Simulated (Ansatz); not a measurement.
# ZnS (Wurtzite-4H) (P6_3mc) in Ansatz: further runs, part 2 of 2

Ansatz 0.2.0.

### 3 Band structure, LDA

input.yaml

```yaml
crystal:
  lattice:
    - [3.8227, 0.0, 0.0]
    - [-1.91135, 3.310555311, 0.0]
    - [0.0, 0.0, 12.52]
  atoms:
    - { symbol: Zn, position: [0.6666666667, 0.3333333333, 0.75] }
    - { symbol: Zn, position: [0.3333333333, 0.6666666667, 0.25] }
    - { symbol: Zn, position: [0.0, 0.0, 0.5] }
    - { symbol: Zn, position: [0.0, 0.0, 0.0] }
    - { symbol: S, position: [0.6666666667, 0.3333333333, 0.9375] }
    - { symbol: S, position: [0.3333333333, 0.6666666667, 0.4375] }
    - { symbol: S, position: [0.0, 0.0, 0.6875] }
    - { symbol: S, position: [0.0, 0.0, 0.1875] }
kpoints:
  mp_grid: { grid: [8, 8, 3] }
  band_path:
    path:
      - [0.0, 0.0, 0.0]
      - [0.5, 0.0, 0.0]
      - [0.3333333333, 0.3333333333, 0.0]
      - [0.0, 0.0, 0.0]
      - [0.0, 0.0, 0.5]
      - [0.5, 0.0, 0.5]
      - [0.3333333333, 0.3333333333, 0.5]
      - [0.0, 0.0, 0.5]
    npoints: 10
scf:
  occupations: { method: fermi_dirac, width: 0.05 }
hamiltonian:
  xc: lda
  pseudopotentials: { kind: all_electron, lapw: { basis_error: 0.002 } }
output:
  forces: true
  stress: true
  eigenvalues: true
```

Potentials or basis: all-electron LAPW, scalar-relativistic.

Started as:

```
$ ansatz run input.yaml --threads 4 --pin off --max-ram 12288MiB --backend cpu --events-out ev --progress --plain --runs-dir out
```

The program printed:

```text
Warning: RAYON_NUM_THREADS=4 ignored (pool sized by the plan → 4); use --threads N
LAPW: plane waves up to 8.221 Å⁻¹, error target 2.0e-3 eV per atom; small_component_spin mean_spin; S in spheres of 1.036 Å, 14 of its electrons in bands, Dirac shells []; Zn in spheres of 1.306 Å, 20 of its electrons in bands, Dirac shells [] (how accurate: hamiltonian.pseudopotentials.lapw.basis_error, Limitations)
Engine: ansatz 0.2.0, x86_64-unknown-linux-gnu
Pseudopotentials: kind: all_electron
Pseudopotential: Zn, LAPW, valence charge 20, lapw/all_electron/scalar/gaussian/Zn, Koelling and Harmon's equation, gaussian nucleus
Pseudopotential: S, LAPW, valence charge 14, lapw/all_electron/scalar/gaussian/S, Koelling and Harmon's equation, gaussian nucleus
Functional definition: SPW92
  exchange = slater_x
  correlation = pw_c
Crystal: 8 atoms, lattice volume = 158.444 Å³
Basis set: ecut = 257.5011934730941 eV, 1437 PW (Γ), exchange–correlation at level 2
Bands: 82, of which v1, the nominal top of the filled ones, is band 68 counted from 1 (67 counted from 0)
Symmetry: 12 space group operations
Space group: P63mc (ITA 186), of the structure as read, at distance tolerance 5.4e-5 Å
k-points: 20 of 192 (time reversal used)
Non-local potential: Zn, projectors of the file, none
Non-local potential: S, projectors of the file, none
Initial density: superposition of atomic densities (chi_scale 0.1, normalization cell, long waves kept (reshape's long-wave potential 0.00 eV rms))
Initial wavefunctions: plane waves of lowest kinetic energy (no species holds an atomic orbital)
Functional: x = slater, c = lda
iter 1 solved again at ethr=2.71e-3 eV; its pass at ethr=1.00e-1 eV (dr2=3.69e0 eV) is discarded
SCF iter   1: F=—  HF=-238530.508226 eV  |F-HF|=—  |Δ(HF+E_count)|=         —  Δρ=3.83e-2  dr2=3.70e0  ethr=2.71e-3  ⟨swp⟩=2.0  Hψ=11036  notcnv=0
preconditioner: auto → Resta (q_TF=auto, 2.660 Å⁻¹)  ε∞=6.0  [insulator: Δε(μ)=2.208 eV  Ē_g=11.150 eV  σ=0.050 eV  W_gap=1.00  n_scr=52 (ndim 8)  ℏωp=25.0 eV  f_vac=0.111  D(μ)=0.00/eV (n_scr^D=0)  ε∞_Penn≈6.0]
SCF iter   2: F=—  HF=-238529.199765 eV  |F-HF|=—  |Δ(HF+E_count)|=    1.31e0  Δρ=1.71e-2  dr2=6.29e-1  ethr=2.71e-3  ⟨swp⟩=3.0  Hψ=4891  notcnv=0
SCF iter   3: F=—  HF=-238528.937920 eV  |F-HF|=—  |Δ(HF+E_count)|=   2.62e-1  Δρ=1.22e-2  dr2=3.38e-1  ethr=4.63e-4  ⟨swp⟩=2.0  Hψ=4804  notcnv=0
SCF iter   4: F=—  HF=-238528.781812 eV  |F-HF|=—  |Δ(HF+E_count)|=   1.56e-1  Δρ=5.07e-3  dr2=4.95e-2  ethr=2.48e-4  ⟨swp⟩=2.0  Hψ=4812  notcnv=0
iter 5 solved again at ethr=1.24e-6 eV; its pass at ethr=3.64e-5 eV (dr2=1.69e-3 eV) is discarded
SCF iter   5: F=—  HF=-238528.772825 eV  |F-HF|=—  |Δ(HF+E_count)|=         —  Δρ=9.40e-4  dr2=1.68e-3  ethr=1.24e-6  ⟨swp⟩=2.0  Hψ=7947  notcnv=0
the basis was enlarged: its passes take 5.5 MiB over the memory plan, 4 of 4 planned eigensolver slots
SCF iter   6: F=—  HF=-238528.773131 eV  |F-HF|=—  |Δ(HF+E_count)|=   3.05e-4  Δρ=3.31e-4  dr2=2.34e-4  ethr=1.23e-6  ⟨swp⟩=2.0  Hψ=4532  notcnv=0
SCF iter   7: F=—  HF=-238528.773332 eV  |F-HF|=—  |Δ(HF+E_count)|=   2.01e-4  Δρ=9.41e-5  dr2=2.88e-5  ethr=1.72e-7  ⟨swp⟩=2.7  Hψ=4559  notcnv=0
SCF iter   8: F=—  HF=-238528.773250 eV  |F-HF|=—  |Δ(HF+E_count)|=   8.19e-5  Δρ=6.24e-5  dr2=8.93e-6  ethr=2.12e-8  ⟨swp⟩=3.0  Hψ=4923  notcnv=0
SCF iter   9: F=—  HF=-238528.773254 eV  |F-HF|=—  |Δ(HF+E_count)|=   3.62e-6  Δρ=1.94e-5  dr2=7.90e-7  ethr=6.57e-9  ⟨swp⟩=3.0  Hψ=4582  notcnv=0
SCF iter  10: F=-238528.773254 eV  HF=-238528.773254 eV  |F-HF|=4.13e-9  |Δ(HF+E_count)|=   1.25e-7  Δρ=4.73e-6  dr2=4.87e-8  ethr=5.81e-10  ⟨swp⟩=2.2  Hψ=4540  notcnv=0
SCF 1 converged in 10 iterations: F = -238528.773254 eV  dr2 = 4.87e-8
NSCF: frozen V_eff on 71 k-points
SCF converged after 10 iterations
Free energy (F): -238528.773254 eV
Harris-Foulkes:  -238528.773254 eV  (|F-HF|=4.13e-9)
Internal energy: -238528.773254 eV  (E = F + TS)
E sigma→0 (E₀):  -238528.773254 eV
Fermi energy:    7.964308 eV
--- Per-component energies (eV) ---
  E_band       = -7550.362756
  E_kinetic    = 242180.360181
  E_xc         = -10163.375029
  E_electrostatic = -470545.758405  (all electrons and nuclei)
  E_smearing   = -0.000000  (= −TS)
  E_closure    = 0.000000  (closes the sum)
  E_atoms      = -238496.145207  (free atoms, spherical and without spin; not in F)
  Σ components = -238528.773254   (vs F -238528.773254, Δ=0.00e0)
  Basis errors (estimates in eV, not in F): energy 8.6e-4 per atom: plane waves 7.9e-4 (4.8e-4 summed), levels above the bands 2.7e-56, relativity 3.0e-9, radial functions 7.0e-5, core shells 1.3e-10; eigenvalues (radial functions only) 3.0e-6; not estimated: angular momenta, meshes, grids; target (lapw.basis_error) 2.0e-3; muffin-tin radii S 1.036 Å, Zn 1.306 Å
--- Forces (eV/Å), atoms counted from 1 ---
  atom   1  Zn     0.00000000     0.00000000     0.00141621
  atom   2  Zn    -0.00000000    -0.00000000     0.00141621
  atom   3  Zn     0.00000000     0.00000000     0.01884644
  atom   4  Zn    -0.00000000    -0.00000000     0.01884644
  atom   5  S     -0.00000000     0.00000000     0.01850949
  atom   6  S      0.00000000    -0.00000000     0.01850949
  atom   7  S      0.00000000    -0.00000000    -0.03877489
  atom   8  S     -0.00000000     0.00000000    -0.03877489
  max |Σ_I F_I| component: 5.51e-6 eV/Å
--- Stress (GPa, compression-positive) ---
       -4.727550       0.000000       0.000000
        0.000000      -4.727550      -0.000000
        0.000000      -0.000000      -4.849858
  P = ⅓ Tr σ = -4.7683 GPa (-47.683 kbar)
--- Band table (eV; the first three rows and the last of 20) ---
  k-point 0: bands = ["-196.7119", "-196.7119", "-196.6988", "-196.6988", "-142.4086", "-142.4086", "-142.4079", "-142.4079", "-142.4079", "-142.4079", "-142.3960", "-142.3960", "-142.3944", "-142.3944", "-142.3944", "-142.3944", "-117.1321", "-117.1321", "-117.1235", "-117.1235", "-71.7662", "-71.7662", "-71.7662", "-71.7662", "-71.7653", "-71.7653", "-71.7579", "-71.7579", "-71.7571", "-71.7571", "-71.7571", "-71.7571", "-6.1201", "-5.6964", "-5.6852", "-5.1767", "0.5206", "0.5245", "0.5245", "0.5542", "0.5616", "0.5616", "0.5665", "0.5850", "0.5850", "0.6189", "0.6189", "0.9765", "0.9765", "0.9835", "0.9835", "1.0132", "1.0132", "1.0289", "1.0289", "1.1969", "1.6283", "4.0687", "4.0842", "6.1108", "6.1108", "6.5123", "6.5123", "6.5309", "6.5309", "6.9491", "6.9900", "6.9900", "8.8652", "9.9617", "10.1592", "10.3932", "13.1653", "13.1653", "13.2819", "13.4794", "13.4794", "13.5739", "13.6945", "13.9561", "13.9561", "14.1220"]
  k-point 1: bands = ["-196.7119", "-196.7119", "-196.6988", "-196.6988", "-142.4086", "-142.4086", "-142.4079", "-142.4079", "-142.4079", "-142.4079", "-142.3960", "-142.3960", "-142.3944", "-142.3944", "-142.3944", "-142.3944", "-117.1321", "-117.1321", "-117.1235", "-117.1235", "-71.7662", "-71.7662", "-71.7662", "-71.7662", "-71.7653", "-71.7653", "-71.7579", "-71.7579", "-71.7571", "-71.7571", "-71.7571", "-71.7571", "-6.0664", "-5.9140", "-5.4468", "-5.2520", "0.5188", "0.5227", "0.5309", "0.5309", "0.5474", "0.5474", "0.5983", "0.5983", "0.6132", "0.6132", "0.6751", "0.9161", "0.9783", "0.9783", "0.9819", "0.9819", "1.0171", "1.0171", "1.0249", "1.0249", "2.1371", "3.0185", "5.2234", "6.1634", "6.1634", "6.3105", "6.3105", "6.3298", "6.7468", "6.7468", "6.9227", "6.9227", "9.3833", "10.0156", "10.0219", "10.2010", "13.1083", "13.1542", "13.2473", "13.2473", "13.4090", "13.4090", "13.9723", "13.9723", "14.0602", "14.0602"]
  k-point 2: bands = ["-196.7119", "-196.7119", "-196.6988", "-196.6988", "-142.4086", "-142.4086", "-142.4079", "-142.4079", "-142.4079", "-142.4079", "-142.3960", "-142.3960", "-142.3944", "-142.3944", "-142.3944", "-142.3944", "-117.1321", "-117.1321", "-117.1235", "-117.1235", "-71.7662", "-71.7662", "-71.7662", "-71.7662", "-71.7653", "-71.7653", "-71.7579", "-71.7579", "-71.7571", "-71.7571", "-71.7571", "-71.7571", "-6.0141", "-5.6087", "-5.5975", "-5.1179", "0.5153", "0.5320", "0.5441", "0.5449", "0.5505", "0.5866", "0.6007", "0.6101", "0.6122", "0.6324", "0.6489", "0.9599", "0.9681", "0.9745", "0.9919", "0.9928", "1.0119", "1.0155", "1.0347", "1.2330", "1.7802", "4.0216", "4.0386", "5.3377", "5.8408", "5.8656", "5.8944", "6.1207", "6.3220", "6.3341", "6.8151", "6.8598", "9.6932", "10.6694", "10.8066", "11.0648", "12.6225", "12.7190", "12.9740", "13.4366", "13.4765", "13.7415", "13.8660", "13.9113", "14.2670", "14.5177"]
  k-point 19: bands = ["-196.7119", "-196.7119", "-196.6988", "-196.6988", "-142.4086", "-142.4086", "-142.4079", "-142.4079", "-142.4079", "-142.4079", "-142.3960", "-142.3960", "-142.3944", "-142.3944", "-142.3944", "-142.3944", "-117.1321", "-117.1321", "-117.1235", "-117.1235", "-71.7663", "-71.7663", "-71.7662", "-71.7662", "-71.7653", "-71.7653", "-71.7579", "-71.7579", "-71.7572", "-71.7572", "-71.7572", "-71.7572", "-5.0120", "-4.9833", "-4.9128", "-4.8897", "0.5893", "0.5949", "0.6692", "0.6901", "0.7095", "0.7175", "0.7584", "0.7865", "0.8774", "0.8831", "0.9175", "0.9389", "0.9743", "0.9809", "1.0047", "1.0202", "1.2217", "1.2499", "1.2976", "1.3185", "2.1631", "2.2205", "2.4205", "2.4853", "3.6978", "3.7965", "4.3394", "4.5097", "4.8053", "5.1834", "5.5063", "5.5124", "11.2091", "11.2773", "11.6532", "12.1267", "12.7069", "12.7798", "13.1314", "13.4924", "14.1203", "14.3922", "14.6792", "15.3322", "15.8321", "15.9433"]
```

It took 80 s on 4 threads of AMD EPYC 7R43 (Zen 3), shared host; peak memory 0.91 GiB.

What came out:

```yaml
Free_energy: -238528.7733 eV
Pressure: -4.8 GPa
Largest_force: 0.039 eV/Å
Band_gap_on_the_k_mesh: 1.88 eV, direct
Band_gap_along_the_path: 1.88 eV, direct
```

Forces in eV/Å, atoms in the order of the input:
```
Zn   0.000  0.000  0.001
Zn   0.000  0.000  0.001
Zn   0.000  0.000  0.019
Zn   0.000  0.000  0.019
S    0.000  0.000  0.019
S    0.000  0.000  0.019
S    0.000  0.000 -0.039
S    0.000  0.000 -0.039
```

Levels at the corners of the path, in eV from the valence-band top:
```
point  band 66  band 67  band 68  band 69  band 70  band 71
    Γ    -0.04     0.00     0.00     1.88     2.97     3.17
    M    -1.59    -1.12    -0.88     3.09     3.14     3.56
    K    -1.78    -1.78    -1.33     4.31     4.74     4.74
    Γ    -0.04     0.00     0.00     1.88     2.97     3.17
    A    -0.15    -0.15    -0.15     2.77     2.77     3.09
    L    -1.53    -1.11    -1.11     3.48     3.48     3.82
    H    -1.82    -1.62    -1.62     4.18     4.18     5.03
    A    -0.15    -0.15    -0.15     2.77     2.77     3.09
```

### 4 Band structure, PBE

input.yaml, as its differences from that of step 3:

```diff
@@ -30,3 +30,3 @@
 hamiltonian:
-  xc: lda
+  xc: pbe
   pseudopotentials: { kind: all_electron, lapw: { basis_error: 0.002 } }
```

Started as:

```
$ ansatz run input.yaml --threads 4 --pin off --max-ram 12288MiB --backend cpu --events-out ev --progress --plain --runs-dir out
```

Run time: 75 s. Hardware: 4 threads of AMD EPYC 7R43 (Zen 3), shared host; peak memory 0.92 GiB.

It converged, with:

| Property | Result |
| --- | --- |
| Free energy | -238949.3199 eV |
| Pressure | 1.3 GPa |
| Largest force | 0.043 eV/Å |
| Band gap on the k mesh | 2.13 eV, direct |
| Band gap along the path | 2.13 eV, direct |

Forces on the atoms (eV/Å):
```
Zn   0.000  0.000  0.008
Zn   0.000  0.000  0.008
Zn   0.000  0.000  0.022
Zn   0.000  0.000  0.022
S    0.000  0.000  0.013
S    0.000  0.000  0.013
S    0.000  0.000 -0.043
S    0.000  0.000 -0.043
```

Stress tensor (GPa, compression positive):
```
1.39 0.00 0.00
0.00 1.39 0.00
0.00 0.00 1.25
```

Levels at the corners of the path, in eV from the valence-band top:
```
point  band 66  band 67  band 68  band 69  band 70  band 71
    Γ    -0.04     0.00     0.00     2.13     3.19     3.38
    M    -1.56    -1.10    -0.87     3.31     3.37     3.77
    K    -1.74    -1.74    -1.32     4.50     4.91     4.91
    Γ    -0.04     0.00     0.00     2.13     3.19     3.38
    A    -0.14    -0.14    -0.14     2.98     2.98     3.31
    L    -1.49    -1.10    -1.10     3.69     3.69     4.02
    H    -1.79    -1.60    -1.60     4.38     4.38     5.19
    A    -0.14    -0.14    -0.14     2.98     2.98     3.31
```

### 5 The runs side by side

| level | cutoff (eV) | gap on the mesh (eV) | pressure (GPa) | largest force (eV/Å) |
| --- | --- | --- | --- | --- |
| PBEsol | 257 | 1.99 | -2.2 | 0.04 |
| LDA | 258 | 1.88 | -4.8 | 0.04 |
| PBE | 257 | 2.13 | 1.3 | 0.04 |

Alike in all rows: task band structure; potentials or basis all-electron LAPW, scalar-relativistic; no spin polarisation; cell as given; k mesh 8 × 8 × 3; smearing fermi-dirac 0.05 eV; basis error allowed 0.002 eV/atom.

On the cell as given the gap runs from 1.88 eV (LDA) to 2.13 eV (PBE). The pressure there spans -4.8 GPa (LDA) to 1.3 GPa (PBE); a positive pressure means that this level wants a larger cell, a negative one a smaller.

Compare energies only between runs with the same functional and basis.

### 6 How close it comes

Step 2. Measured gap of ZnS: 3.911 eV (direct; 4 K; a printed reference work, monograph). This calculation gives 1.99 eV (-1.92 eV). The value is that of PBEsol, without temperature or zero-point motion. Semilocal functionals fall short of measured gaps as a rule.

Step 3. Measured gap of ZnS: 3.911 eV (direct; 4 K; a printed reference work, monograph). This calculation gives 1.88 eV (-2.04 eV). So large a miss can be the level of theory's own, or it may mean another phase, state or a wrong row. The value is that of LDA, without temperature or zero-point motion. Semilocal functionals fall short of measured gaps as a rule.

Step 4. Measured gap of ZnS: 3.911 eV (direct; 4 K; a printed reference work, monograph). This calculation gives 2.13 eV (-1.78 eV). The value is that of PBE, without temperature or zero-point motion. Semilocal functionals fall short of measured gaps as a rule.
